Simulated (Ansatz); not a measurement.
Method: DFT r2SCAN, scalar-relativistic, plane waves, PAW in Ansatz. Settings: cutoff 500 eV, Γ-centred meshes no coarser than 0.19 Å⁻¹ for metals and 0.3 Å⁻¹ for insulators (2π included), Gaussian smearing.

Temperature and zero-point effects are left out. Only the structures computed here compete, so a lower one can exist. The k mesh leaves about 4 meV/atom of noise in metals. No run is spin-polarised.

(1) Which is lower for Zr3N2, the anti-tetradymite or the anti-corundum structure, and by how much?

Answers

(1) The anti-tetradymite structure, by 16 meV/atom. It takes 14.6 Å³/atom against 14.5.